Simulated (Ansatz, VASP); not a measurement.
# Two plane-wave programs on TaSi2

```
Ta Si
1.0
     1.87888    1.08477    4.22858
    -1.87888    1.08477    4.22858
     0.00000   -2.16954    4.22858
Ta Si
1 2
Direct
  0.19508 0.19508 0.19508
  0.02756 0.02756 0.02756
  0.36523 0.36523 0.36523
```

Alike in both runs: task single point; functional PBE; k mesh 6 × 6 × 6; occupations gaussian, width 0.1 eV; no spin polarisation.

```csv
,VASP,Ansatz
version,VASP 6.6.1,Ansatz 0.2.0
potentials or method,"VASP PAW PBE potentials, release 64 (Ta_pv, Si)","scalar-relativistic, plane waves, PAW"
plane-wave cutoff (eV),520,420
valence electrons in the cell,19,21
```

Ansatz gave:

```
gap on the k mesh at the Fermi level (eV)       : none
pressure (GPa)                                  : 27.5
largest component of the traceless stress (GPa) : 41.59
rms of the force components (eV/Å)              : 4.068
```

Task: What did VASP give for the same quantities?

Result: gap on the k mesh at the Fermi level (eV): none; pressure (GPa): 27.6; largest component of the traceless stress (GPa): 41.85; rms of the force components (eV/Å): 4.077.

Atom by atom the forces differ by 0.009 eV/Å (rms over components). A gap of «none» marks a metal or a gap that the smearing closes. With one functional, cell and mesh, what is left measures potentials, basis and numerics. The two sets of potentials don't hold the same shells in valence.

Caveats: so large a pressure means that the cell lies far from this level's equilibrium, or that cutoff or potentials fall short (VASP); forces of over 1 eV/Å show positions far from the minimum, so gaps and moduli don't describe the material at rest. Spin-orbit coupling is left out, which matters for the levels of Ta.
